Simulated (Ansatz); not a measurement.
**Step by step: TlBr, relaxation of cell and atoms**

Level of theory: Ansatz 0.2.0, DFT, LDA, all-electron LAPW, scalar-relativistic.

Command: `ansatz run input.yaml --threads 1 --pin off --max-ram 2048MiB --backend cpu --events-out ev --progress --plain --runs-dir out` The run took 24 s on 1 thread of Arm Neoverse V1, on a shared host.

```yaml
crystal:
  lattice:
    - [4.0323744272, 0.0, 0.0]
    - [0.0, 4.0323744272, 0.0]
    - [0.0, 0.0, 4.0323744272]
  atoms:
    - { symbol: Tl, position: [0.0, 0.0, 0.0] }
    - { symbol: Br, position: [0.5, 0.5, 0.5] }
kpoints:
  mp_grid: { grid: [6, 6, 6] }
scf:
  occupations: { method: fermi_dirac, width: 0.02 }
hamiltonian:
  xc: lda
  pseudopotentials: { kind: all_electron, lapw: { basis_error: 0.001 } }
output:
  forces: true
  stress: true
relax:
  f_tol: 0.005
  max_steps: 80
  cell: {}
```

Spin–orbit coupling is left out, though it moves levels of the heavy atoms by tenths of an eV or more.

The geometry is COD entry 9008825, unchecked; take it as a test cell. The listed cell was then made from it by scaling, straining or moving an atom.

Each frame lists the cell vectors (Å), then Cartesian positions (Å); symmetry keeps all forces zero. Free energies count from the first step, -621316.2058 eV.

The walk took 6 evaluations in all; steps that aren't listed are left out.

Step 1: E = 0.0 meV, P = -3.37 GPa

```
cell 4.0324 0.0000 0.0000 0.0000 4.0324 0.0000 0.0000 0.0000 4.0324
Tl    0.0000    0.0000    0.0000
Br    2.0162    2.0162    2.0162
```

Step 2: E = -88.2 meV, P = -1.75 GPa

```
cell 3.9195 0.0000 0.0000 0.0000 3.9195 0.0000 0.0000 0.0000 3.9195
Tl    0.0000    0.0000    0.0000
Br    1.9597    1.9597    1.9597
```

Step 3: E = -105.5 meV, P = 0.84 GPa

```
cell 3.8105 0.0000 0.0000 0.0000 3.8105 0.0000 0.0000 0.0000 3.8105
Tl    0.0000    0.0000    0.0000
Br    1.9052    1.9052    1.9052
```

Step 4: E = -108.9 meV, P = -0.10 GPa

```
cell 3.8445 0.0000 0.0000 0.0000 3.8445 0.0000 0.0000 0.0000 3.8445
Tl    0.0000    0.0000    0.0000
Br    1.9223    1.9223    1.9223
```

Task: How does the relaxation end?

Result: It converges, with a = 3.841 Å, b = 3.841 Å, c = 3.841 Å, α = 90.00°, β = 90.00°, γ = 90.00° (conventional cell, space group Pm-3m). The last solve (on a basis chosen afresh for the final cell, so its energy is not quite comparable) gives E = -108.9 meV, P = 0.00 GPa:
```
cell 3.8408 0.0000 0.0000 0.0000 3.8408 0.0000 0.0000 0.0000 3.8408
Tl    0.0000    0.0000    0.0000
Br    1.9204    1.9204    1.9204
```
